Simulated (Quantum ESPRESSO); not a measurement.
A calculation with Quantum ESPRESSO 7.5 of PtS2 (ASE script, Cartesian positions):

Contents of run.py:

```python
import numpy as np
from ase.calculators.espresso import Espresso, EspressoProfile
from ase.io import read

atoms = read('PtS2.xyz')

input_data = {
    'control': {'calculation': 'scf', 'prefix': 'pwscf', 'outdir': './tmp', 'tprnfor': True, 'tstress': True, 'disk_io': 'nowf'},
    'system': {'ecutwfc': 84.0, 'nbnd': 22, 'input_dft': 'sla+pw+psx+psc+vv10', 'occupations': 'smearing', 'smearing': 'fd', 'degauss': 0.00367493},
    'electrons': {'conv_thr': 6e-10, 'electron_maxstep': 120, 'mixing_beta': 0.5},
}
pseudopotentials = {'Pt': 'Pt.upf', 'S': 'S.upf'}
profile = EspressoProfile(command='pw.x', pseudo_dir='pseudo')
dft = Espresso(profile=profile, input_data=input_data, pseudopotentials=pseudopotentials, kpts=(8, 8, 4), koffset=(0, 0, 0))
atoms.calc = dft

print(f'energy {atoms.get_potential_energy():.8f} eV')
print('forces (eV/A)')
print(np.round(atoms.get_forces(), 6))
print('stress (eV/A^3, Voigt)')
print(np.round(atoms.get_stress(), 8))
print(f'Fermi level {dft.get_fermi_level():.4f} eV')
```

File PtS2.xyz:

```xyz
3
Lattice="3.5587610000 0.0458120000 0.0267840000 -1.7397060000 3.0872110000 0.0090790000 0.0380900000 0.0369000000 4.9509980000" Properties=species:S:1:pos:R:3 pbc="T T T"
Pt     0.0000000000      0.0000000000      0.0000000000
S      1.8220489035      1.0881353666      3.8480037873
S      0.0350960965      2.0817876334      1.1388572127
```

Potentials or basis: PseudoDojo 0.4.1 SR PBEsol standard.

Command:

```bash
$ OMP_NUM_THREADS=1 python run.py
```

The cell isn't the ideal one: cell strained at random at fixed volume.

Task: Write the same calculation in another form: native input, structure typed inline.

Result: As run:

pw.in

```
&CONTROL
  calculation = 'scf'
  prefix = 'pwscf'
  outdir = './tmp'
  pseudo_dir = './pseudo'
  tprnfor = .true.
  tstress = .true.
  disk_io = 'nowf'
/
&SYSTEM
  ibrav = 0
  nat = 3
  ntyp = 2
  ecutwfc = 84
  nbnd = 22
  input_dft = 'sla+pw+psx+psc+vv10'
  occupations = 'smearing'
  smearing = 'fd'
  degauss = 0.00367493
/
&ELECTRONS
  conv_thr = 6d-10
  electron_maxstep = 120
  mixing_beta = 0.5
/
ATOMIC_SPECIES
Pt   195.0840 Pt.upf
S     32.0600 S.upf
CELL_PARAMETERS angstrom
   3.5587610000    0.0458120000    0.0267840000
  -1.7397060000    3.0872110000    0.0090790000
   0.0380900000    0.0369000000    4.9509980000
ATOMIC_POSITIONS angstrom
Pt     0.0000000000    0.0000000000    0.0000000000
S      1.8220489035    1.0881353666    3.8480037873
S      0.0350960965    2.0817876334    1.1388572127
K_POINTS automatic
8 8 4 0 0 0
```

Potentials or basis: PseudoDojo 0.4.1 SR PBEsol standard.

The run is started by

```bash
$ OMP_NUM_THREADS=1 pw.x -in pw.in > pw.out
```

Both were run:

|  | ASE script, Cartesian positions | native input, structure typed inline |
| --- | --- | --- |
| Pressure | 1.8 GPa | 1.8 GPa |
| Largest force | 1.069 eV/Å | 1.069 eV/Å |
| Band gap on the k mesh | 0.61 eV, indirect (least direct gap 0.71 eV) | 0.61 eV, indirect (least direct gap 0.71 eV) |

Keys that steer only the numerical path or the files written may differ.

Caveat: rVV10's parameter b was fitted to another functional; spin-orbit coupling is left out, which moves the levels of the heavy elements.
